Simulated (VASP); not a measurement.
# Al2O3 (P-6m2) in VASP: further runs

Runs on Al2O3. Level: PBE. Tasks: relaxation of cell and atoms.

Everything below comes from runs of VASP 6.6.1. Logs are shortened: lines on timing, memory, paths and dates and some standing lists are left out, and cuts for length are marked.

**1. The crystal as given**

Symmetry: P-6m2, No. 187, hexagonal system. Conventional cell: a = 2.884 Å, b = 2.884 Å, c = 9.337 Å, α = 90.00°, β = 90.00°, γ = 120.00°. Al (site symmetry 3m) is surrounded by 3 O at 1.80 Å. O (site symmetry 3m) has 3 Al at 1.80 Å as nearest neighbours. O (site symmetry -6m2) has 6 Al at 2.18 Å as nearest neighbours.

Measurements of this composition are mostly on another form, of space group No. 167.

**2. Relaxation of cell and atoms, PBE, target pressure 2 GPa, at which the enthalpy is minimised**

INCAR

```
SYSTEM = Al2O3
ALGO = Normal ; EDIFF = 1E-7
EDIFFG = -0.01 ; ENCUT = 600
GGA = PE ; IBRION = 2
ISIF = 3 ; ISMEAR = -1
LASPH = .TRUE. ; LCHARG = .FALSE.
LREAL = .FALSE. ; LWAVE = .FALSE.
NELM = 80 ; NSW = 60
PREC = Accurate ; PSTRESS = 20
SIGMA = 0.05
```

KPOINTS

```
k-points
0
G
  8 8 3
  0 0 0
```

POSCAR

```
Al2O3
1.0
    2.8843249483      0.0000000000      0.0000000000
   -1.4421624742      2.4978986780      0.0000000000
    0.0000000000      0.0000000000      9.3367544600
Al O
2 3
Direct
    0.0000000000      0.0000000000      0.8500076700
    0.0000000000      0.0000000000      0.1499923300
    0.3333333333      0.6666666667      0.7776830800
    0.6666666667      0.3333333333      0.0000000000
    0.3333333333      0.6666666667      0.2223169200
```

Potentials or basis: VASP PAW PBE potentials, release 64 (Al, O).

Run with:

```bash
$ cat potpaw_PBE.64/Al/POTCAR potpaw_PBE.64/O/POTCAR > POTCAR
$ mpirun -np 1 vasp_std > vasp.out
```

OUTCAR:

```text
SYSTEM = Al2O3
   EDIFF = 1E-7
   EDIFFG = -0.01
   ENCUT = 600
   GGA = PE
   IBRION = 2
   ISIF = 3
   ISMEAR = -1
   LASPH = .TRUE.
   LREAL = .FALSE.
   NELM = 80
   NSW = 60
   PREC = Accurate
   PSTRESS = 20

 ion  position               nearest neighbor table
   1  0.000  0.000  0.850-   3 1.80   3 1.80   3 1.80   4 2.18   4 2.18   4 2.18   2 2.80
   2  0.000  0.000  0.150-   5 1.80   5 1.80   5 1.80   4 2.18   4 2.18   4 2.18   1 2.80
   3  0.333  0.667  0.778-   1 1.80   1 1.80   1 1.80
   4  0.667  0.333  0.000-   1 2.18   2 2.18   1 2.18   2 2.18   1 2.18   2 2.18
   5  0.333  0.667  0.222-   2 1.80   2 1.80   2 1.80

  LATTYP: Found a hexagonal cell.
 ALAT       =     2.8843249483
 C/A-ratio  =     3.2370674689

  Lattice vectors:

 A1 = (   2.8843249483,   0.0000000000,   0.0000000000)
 A2 = (  -1.4421624742,   2.4978986780,   0.0000000000)
 A3 = (   0.0000000000,   0.0000000000,   9.3367544600)

Analysis of symmetry for initial positions (statically):
=====================================================================
 Subroutine PRICEL returns:
 Original cell was already a primitive cell.

 Routine SETGRP: Setting up the symmetry group for a
 hexagonal supercell.

 Subroutine GETGRP returns: Found 12 space group operations
 (whereof 12 operations were pure point group operations)
 out of a pool of 24 trial point group operations.

The static configuration has the point symmetry D_3h.

Analysis of symmetry for dynamics (positions and initial velocities):
=====================================================================
 Subroutine PRICEL returns:
 Original cell was already a primitive cell.

 Routine SETGRP: Setting up the symmetry group for a
 hexagonal supercell.

 Subroutine GETGRP returns: Found 12 space group operations
 (whereof 12 operations were pure point group operations)
 out of a pool of 24 trial point group operations.

The dynamic configuration has the point symmetry D_3h.

 Subroutine INISYM returns: Found 12 space group operations
 (whereof 12 operations are pure point group operations),
 and found     1 'primitive' translations

----------------------------------------------------------------------------------------

                                     Primitive cell

  volume of cell :      67.2690

  direct lattice vectors                    reciprocal lattice vectors
     2.884324948  0.000000000  0.000000000     0.346701574  0.200168247  0.000000000
    -1.442162474  2.497898678  0.000000000     0.000000000  0.400336494  0.000000000
     0.000000000  0.000000000  9.336754460     0.000000000  0.000000000  0.107103598

  length of vectors
     2.884324948  2.884324948  9.336754460     0.400336494  0.400336494  0.107103598

  position of ions in fractional coordinates (direct lattice)
     0.000000000  0.000000000  0.850007670
     0.000000000  0.000000000  0.149992330
     0.333333333  0.666666667  0.777683080
     0.666666667  0.333333333  0.000000000
     0.333333333  0.666666667  0.222316920

  ion indices of the primitive-cell ions
   primitive index   ion index
                 1           1
                 2           2
                 3           3
                 4           4
                 5           5

----------------------------------------------------------------------------------------

 KPOINTS: k-points

Automatic generation of k-mesh.
 Grid dimensions read from file:
 generate k-points for:    8    8    3

 Generating k-lattice:

  Cartesian coordinates                     Fractional coordinates (reciprocal lattice)
     0.043337697  0.025021031  0.000000000     0.125000000  0.000000000  0.000000000
     0.000000000  0.050042062  0.000000000     0.000000000  0.125000000  0.000000000
     0.000000000  0.000000000  0.035701199     0.000000000  0.000000000  0.333333333

  Length of vectors
     0.050042062  0.050042062  0.035701199

  Shift w.r.t. Gamma in fractional coordinates (k-lattice)
     0.000000000  0.000000000  0.000000000

 Subroutine IBZKPT returns following result:
 ===========================================

 Found     20 irreducible k-points:

 Following reciprocal coordinates:
            Coordinates               Weight
  0.000000  0.000000  0.000000      1.000000
  0.125000 -0.000000  0.000000      6.000000
  0.250000 -0.000000  0.000000      6.000000
  0.375000  0.000000  0.000000      6.000000
  0.500000 -0.000000  0.000000      3.000000
  0.125000  0.125000  0.000000      6.000000
[... 12 lines left out ...]
  0.250000  0.250000  0.333333     12.000000
  0.375000  0.250000  0.333333     12.000000
   k-points           NKPTS =     20   k-points in BZ     NKDIM =     20   number of bands    NBANDS=     16
   number of dos      NEDOS =    301   number of ions     NIONS =      5
   total plane-waves  NPLWV =  46080
   dimension x,y,z NGX =    24 NGY =   24 NGZ =   80
   dimension x,y,z NGXF=    48 NGYF=   48 NGZF=  160
   ions per type =               2   3
   NGX,Y,Z   is equivalent  to a cutoff of  13.83, 13.83, 14.24 a.u.
   NGXF,Y,Z  is equivalent  to a cutoff of  27.67, 27.67, 28.49 a.u.
 SYSTEM =  Al2O3
   PREC   = accura    normal or accurate (medium, high low for compatibility)
   ISTART =      0    job   : 0-new  1-cont  2-samecut
   ICHARG =      2    charge: 1-file 2-atom 10-const
   ISPIN  =      1    spin polarized calculation?
   LNONCOLLINEAR =      F non collinear calculations
   LSORBIT =      F    spin-orbit coupling
   LASPH  =      T    aspherical Exc in radial PAW
   ENCUT  =  600.0 eV  44.10 Ry    6.64 a.u.   5.76  5.76 18.65*2*pi/ulx,y,z
   NELM   =     80;   NELMIN=  2; NELMDL= -5     # of ELM steps
   EDIFF  = 0.1E-06   stopping-criterion for ELM
   LREAL  =      F    real-space projection
   EDIFFG = -.1E-01   stopping-criterion for IOM
   NSW    =     60    number of steps for IOM
   IBRION =      2    ionic relax: 0-MD 1-quasi-New 2-CG
   NFREE  =      1    steps in history (QN), initial steepest desc. (CG)
   ISIF   =      3    stress and relaxation
   ISYM   =      2    0-nonsym 1-usesym 2-fastsym
   POTIM  = 0.5000    time-step for ionic-motion
   TEBEG  =    0.0;   TEEND  =   0.0 temperature during run
   PSTRESS=   20.0 pullay stress
   NELECT =      24.0000    total number of electrons
   NUPDOWN=      -1.0000    fix difference up-down
   EMIN   =  10.00;   EMAX   =-10.00  energy-range for DOS
   EFERMI =   0.00;   METHOD = LEGACY
   ISMEAR =    -1;   SIGMA  =   0.05  broadening in eV -4-tet -1-fermi 0-gaus
   EFERMI_NEDOS =   21; number of points for ismear=-14 and -15
   IALGO  =     38    algorithm
   IMIX   =      4    mixing-type and parameters
     AMIX     =   0.40;   BMIX     =  1.00
     AMIX_MAG =   1.60;   BMIX_MAG =  1.00
  volume/ion in A,a.u.               =      13.45        90.79
  Fermi-wavevector in a.u.,A,eV,Ry     =   1.161111  2.194181 18.343074  1.348178
  Thomas-Fermi vector in A             =   2.297686
   LORBIT       =      0    0 simple, 1 ext, 2 COOP (PROOUT), +10 PAW based schemes
   GGA     = PE    functional components
   LHFCALC =     F    Hartree Fock is set to
   AEXX    =    0.0000 exact exchange contribution
   IVDW    =     0    specifies the selected vdW correction
   LEPSILON=     F    determine dielectric tensor
   LRPA    =     F    only Hartree local field effects (RPA)
 conjugate gradient relaxation of ions
 non-spin polarized calculation
  energy-cutoff  :      600.00
  volume of cell :       67.27
 maximum number of plane-waves:      2252
 NGX is ok and might be reduce to    24
   NGX = 11   NGY = 11   NGZ = 37

--------------------------------------- Ionic step        1  -------------------------------------------

 number of electron      23.9999993 magnetization

 Free energy of the ion-electron system (eV)
  ---------------------------------------------------
  ext. energy  EPLUGINS =         0.00000000
  ---------------------------------------------------
  free energy    TOTEN  =       -36.39408349 eV

  energy without entropy =      -36.39408349  energy(sigma->0) =      -36.39408349

------------------------ aborting loop because EDIFF is reached ----------------------------------------

  FORCE on cell =-STRESS in cart. coord.  units (eV):
  Direction    XX          YY          ZZ          XY          YZ          ZX
  --------------------------------------------------------------------------------------
  -------------------------------------------------------------------------------------
  Total       -0.0156990     -0.0156990     -0.1131946      0.0000000      0.0000000      0.0000000
  in kB       -0.3739112     -0.3739112     -2.6960102      0.0000000      0.0000000      0.0000000
  external PRESSURE =     -21.1479442 kB  Pullay stress =      20.0000000 kB
[... 102 lines left out ...]
  FREE ENERGIE OF THE ION-ELECTRON SYSTEM (eV)
  ---------------------------------------------------
  free  energy   TOTEN  =       -36.3882265442 eV

  energy  without entropy=      -36.3882265441  energy(sigma->0) =      -36.38822654

  enthalpy is  TOTEN    =       -35.5611823376 eV   P V=        0.8270442066

 E-fermi :   3.2029     XC(G=0):  -9.3558

 val. band max:        2.1226686998   @ k =   0.1250   0.1250   0.0000
 cond. band min:       6.8500464619   @ k =   0.0000   0.0000   0.0000
 fundamental gap:      4.7273777620
 Fermi energy:         3.2028645106

 k-point     1 :       0.0000    0.0000    0.0000
  band No.  band energies     occupation
      1     -16.8306      2.00000
      2     -15.6058      2.00000
      3     -14.4788      2.00000
      4      -2.9554      2.00000
      5      -0.0502      2.00000
      6       0.5217      2.00000
[... 8 lines left out ...]
     15      10.3122      0.00000
     16      12.1289      0.00000
[... 344 lines left out ...]
  band No.  band energies     occupation
      1     -14.7428      2.00000
      2     -14.3887      2.00000
      3     -14.3572      2.00000
      4      -3.6751      2.00000
      5      -3.2340      2.00000
      6      -2.1232      2.00000
[... 8 lines left out ...]
     15      12.8420      0.00000
     16      13.9637      0.00000

[... ionic steps 4 to 26 ...]

--------------------------------------- Ionic step       27  -------------------------------------------

 number of electron      23.9999994 magnetization

------------------------ aborting loop because EDIFF is reached ----------------------------------------

  FORCE on cell =-STRESS in cart. coord.  units (eV):
  Direction    XX          YY          ZZ          XY          YZ          ZX
  --------------------------------------------------------------------------------------
  -------------------------------------------------------------------------------------
  Total        0.6688768      0.6688768      0.6691781     -0.0000000      0.0000000      0.0000000
  in kB       20.2723757     20.2723757     20.2815076     -0.0000000      0.0000000      0.0000000
  external PRESSURE =       0.2754197 kB  Pullay stress =      20.0000000 kB
[... 67 lines left out ...]
  enthalpy is  TOTEN    =       -35.7363370771 eV   P V=        0.6599247806

--------------------------------------- Ionic step       29  -------------------------------------------

 number of electron      23.9999994 magnetization

 Free energy of the ion-electron system (eV)
  ---------------------------------------------------
  ext. energy  EPLUGINS =         0.00000000
  ---------------------------------------------------
  free energy    TOTEN  =       -36.39638342 eV

  energy without entropy =      -36.39638342  energy(sigma->0) =      -36.39638342

 E-fermi :   4.6662     XC(G=0): -10.2066

 val. band max:        3.5549254353   @ k =   0.1250  -0.0000   0.0000
 cond. band min:       8.1188721272   @ k =   0.0000   0.0000   0.0000
 fundamental gap:      4.5639466919
 Fermi energy:         4.6661894602

 k-point     1 :       0.0000    0.0000    0.0000
  band No.  band energies     occupation
      1     -15.4077      2.00000
      2     -14.3144      2.00000
      3     -13.1861      2.00000
      4      -1.5757      2.00000
      5       0.9675      2.00000
      6       1.8954      2.00000
[... 8 lines left out ...]
     15      11.8538      0.00000
     16      15.1008      0.00000
[... 391 lines left out ...]
  FREE ENERGIE OF THE ION-ELECTRON SYSTEM (eV)
  ---------------------------------------------------
  free  energy   TOTEN  =       -36.3963834204 eV

  energy  without entropy=      -36.3963834204  energy(sigma->0) =      -36.39638342

  enthalpy is  TOTEN    =       -35.7363538900 eV   P V=        0.6600295304

 reached required accuracy - stopping structural energy minimisation
```

Wall time 9.8 min (1 thread of Intel Xeon Platinum 8259CL at 2.50GHz (Skylake/Cascade Lake), shared host); peak memory 0.21 GiB.

Results:

* Free energy: -36.3964 eV
* Relaxed volume: 10.57 Å³/atom
* Relaxed cell: a = 2.873 Å, b = 2.873 Å, c = 7.398 Å, α = 90.00°, β = 90.00°, γ = 120.00°
* Space group after relaxing (to 0.05 Å): P-6m2 (No. 187)
* Energy change on relaxing (the enthalpy is what falls): -0.5 meV/atom
* Ionic steps: 29
* Pressure after relaxing: 1.9 GPa
* Largest force after relaxing: 0.009 eV/Å
* Band gap on the k mesh: 4.56 eV, indirect (least direct gap 4.69 eV)

Forces on the atoms (eV/Å):
```
Al   0.000  0.000  0.002
Al   0.000  0.000 -0.002
O    0.000  0.000 -0.009
O    0.000  0.000  0.000
O    0.000  0.000  0.009
```

Stress tensor (GPa, compression positive):
```
1.99 0.00 0.00
0.00 1.99 0.00
0.00 0.00 1.85
```

Step by step:
```csv
step,energy change (eV),largest force (eV/Å),pressure (GPa),volume (Å³)
1,0.0000,0.0097,-0.11,67.27
2,0.0179,0.3117,3.64,65.55
3,0.0059,0.1852,2.05,66.25
4,0.0069,0.2075,2.02,65.94
5,0.0079,0.2730,2.01,65.86
6,0.0075,0.2730,2.01,65.71
7,0.0063,0.2729,1.99,65.29
8,0.0041,0.2752,1.98,64.44
9,0.0003,0.2890,2.04,62.73
10,-0.0009,0.3557,2.55,59.31
11,0.0754,0.6532,5.77,52.42
12,0.1815,0.7815,8.15,49.60
13,0.0987,0.7092,6.44,51.80
14,0.0976,0.6962,6.38,51.74
15,0.0947,0.6581,6.21,51.54
16,0.0915,0.5822,5.89,51.14
17,0.0956,0.4317,5.36,50.35
18,0.0884,0.4041,5.18,50.47
19,0.0687,0.3214,4.65,50.81
20,0.0369,0.2690,3.66,51.49
21,0.0006,0.1749,1.95,52.84
22,-0.0014,0.1786,1.79,52.99
23,-0.0025,0.1046,1.71,52.98
24,-0.0032,0.0382,1.59,52.97
25,-0.0026,0.0231,1.86,52.91
26,-0.0022,0.0142,2.01,52.87
27,-0.0021,0.0136,2.03,52.86
28,-0.0022,0.0123,2.01,52.87
29,-0.0023,0.0087,1.95,52.87
```

Final structure:
```yaml
crystal:
  lattice:
    - [2.87276, 0.00000, 0.00000]
    - [-1.43638, 2.48788, 0.00000]
    - [0.00000, 0.00000, 7.39800]
  atoms:
    - { symbol: Al, position: [0.00000, 0.00000, 0.81138] }
    - { symbol: Al, position: [0.00000, 0.00000, 0.18862] }
    - { symbol: O, position: [0.33333, 0.66667, 0.71974] }
    - { symbol: O, position: [0.66667, 0.33333, 0.00000] }
    - { symbol: O, position: [0.33333, 0.66667, 0.28026] }
```

Caveat: the cell is relaxed towards a set pressure, so the enthalpy falls and the energy may rise; the volume moved by over 15 % at a fixed basis, so the end points are rough; an odd mesh through Γ misses points on the zone boundary, where band edges often lie.

**3. Relaxation of cell and atoms, PBE, target pressure 5 GPa, at which the enthalpy is minimised**

Edit INCAR of step 2 so:

```diff
@@ -8,3 +8,3 @@
 NELM = 80 ; NSW = 60
-PREC = Accurate ; PSTRESS = 20
+PREC = Accurate ; PSTRESS = 50
 SIGMA = 0.05
```

KPOINTS is that of step 2.

POSCAR is that of step 2.

Potentials or basis: VASP PAW PBE potentials, release 64 (Al, O).

Run with:

```bash
$ cat potpaw_PBE.64/Al/POTCAR potpaw_PBE.64/O/POTCAR > POTCAR
$ mpirun -np 1 vasp_std > vasp.out
```

Wall time 7.9 min (1 thread of Intel Xeon Platinum 8259CL at 2.50GHz (Skylake/Cascade Lake), shared host); peak memory 0.21 GiB.

The run converged. Its results:

```
Free energy                                            : -36.3477 eV
Relaxed volume                                         : 10.07 Å³/atom
Relaxed cell                                           : a = 2.859 Å, b = 2.859 Å, c = 7.114 Å, α = 90.00°, β = 90.00°, γ = 120.00°
Space group after relaxing (to 0.05 Å)                 : P-6m2 (No. 187)
Energy change on relaxing (the enthalpy is what falls) : +9.3 meV/atom
Ionic steps                                            : 26
Pressure after relaxing                                : 4.9 GPa
Largest force after relaxing                           : 0.009 eV/Å
Band gap on the k mesh                                 : 4.54 eV, indirect (least direct gap 4.65 eV)
```

Forces on the atoms (eV/Å):
```
Al   0.000  0.000 -0.009
Al   0.000  0.000  0.009
O    0.000  0.000 -0.009
O    0.000  0.000  0.000
O    0.000  0.000  0.009
```

The path:
| step | energy change (eV) | largest force (eV/Å) | pressure (GPa) | volume (Å³) |
| --- | --- | --- | --- | --- |
| 1 | 0.0000 | 0.0097 | -0.11 | 67.27 |
| 2 | 0.1168 | 0.8003 | 9.86 | 63.17 |
| 3 | 0.0334 | 0.4245 | 5.03 | 65.00 |
| 4 | 0.0414 | 0.4851 | 5.02 | 64.30 |
| 5 | 0.0447 | 0.5835 | 5.02 | 64.19 |
| 6 | 0.0433 | 0.5826 | 5.01 | 63.86 |
| 7 | 0.0396 | 0.5837 | 5.00 | 62.87 |
| 8 | 0.0344 | 0.5988 | 5.11 | 60.90 |
| 9 | 0.0369 | 0.6834 | 5.94 | 56.94 |
| 10 | 0.2083 | 1.0684 | 11.52 | 48.99 |
| 11 | 0.1963 | 0.9551 | 11.02 | 48.84 |
| 12 | 0.1782 | 0.6265 | 9.65 | 48.38 |
| 13 | 0.2354 | 0.1547 | 7.60 | 47.46 |
| 14 | 0.1821 | 0.4616 | 9.05 | 48.12 |
| 15 | 0.1635 | 0.4065 | 8.64 | 48.34 |
| 16 | 0.1161 | 0.2422 | 7.50 | 48.98 |
| 17 | 0.0526 | 0.1989 | 5.54 | 50.26 |
| 18 | 0.0460 | 0.1965 | 5.27 | 50.45 |
| 19 | 0.0439 | 0.1146 | 4.95 | 50.48 |
| 20 | 0.0424 | 0.0638 | 4.60 | 50.51 |
| 21 | 0.0437 | 0.0449 | 4.82 | 50.46 |
| 22 | 0.0453 | 0.0248 | 5.04 | 50.40 |
| 23 | 0.0451 | 0.0163 | 4.99 | 50.40 |
| 24 | 0.0448 | 0.0173 | 4.88 | 50.41 |
| 25 | 0.0452 | 0.0154 | 4.88 | 50.40 |
| 26 | 0.0464 | 0.0087 | 4.90 | 50.36 |

Final structure:
```
Al O
1.0
     2.85898    0.00000    0.00000
    -1.42949    2.47595    0.00000
     0.00000    0.00000    7.11411
Al O
2 3
Direct
  0.00000 0.00000 0.80492
  0.00000 0.00000 0.19508
  0.33333 0.66667 0.70934
  0.66667 0.33333 0.00000
  0.33333 0.66667 0.29066
```

Levels at points of the mesh, in eV from the valence-band top:
```tsv
k point	band 9	band 10	band 11	band 12	band 13	band 14	band 15	band 16
(0.00, 0.00, 0.00)	-1.48	-0.88	-0.88	-0.10	4.54	7.54	8.48	12.20
(0.50, 0.00, 0.00)	-2.20	-1.36	-1.17	-0.86	7.54	8.66	8.95	11.30
```

Caveat: the cell is relaxed towards a set pressure, so the enthalpy falls and the energy may rise; the volume moved by over 15 % at a fixed basis, so the end points are rough; an odd mesh through Γ misses points on the zone boundary, where band edges often lie.

**4. The reference run**

An earlier run on the cell as given: functional PBE; potentials or basis VASP PAW PBE potentials, release 64 (Al, O); cutoff 520 eV; k mesh 11 × 11 × 3; occupations fermi-dirac, width 0.05 eV; no spin polarisation.

* Pressure: 0.1 GPa
* Largest force: 0.012 eV/Å
* Band gap on the k mesh: 4.77 eV, indirect (least direct gap 5.01 eV)

**5. Summary**

```tsv
task	cell	k mesh	cutoff (eV)	target pressure	gap on the mesh (eV)	pressure (GPa)	largest force (eV/Å)
relaxation of cell and atoms	relaxed to 2 GPa	8 × 8 × 3	600	2 GPa	4.56	1.9	0.01
relaxation of cell and atoms	relaxed to 5 GPa	8 × 8 × 3	600	5 GPa	4.54	4.9	0.01
single point	as given	11 × 11 × 3	520	-	4.77	0.1	0.01
```

Alike in all rows: level PBE; potentials or basis VASP PAW PBE potentials, release 64 (Al, O); no spin polarisation; smearing fermi-dirac 0.05 eV.

Caveats: an odd mesh through Γ misses points on the zone boundary, where band edges often lie; the cell is relaxed towards a set pressure, so the enthalpy falls and the energy may rise (some runs); the volume moved by over 15 % at a fixed basis, so the end points are rough (some runs).

Total energies depend on the potentials used, so only differences within one code and one set of settings carry meaning.
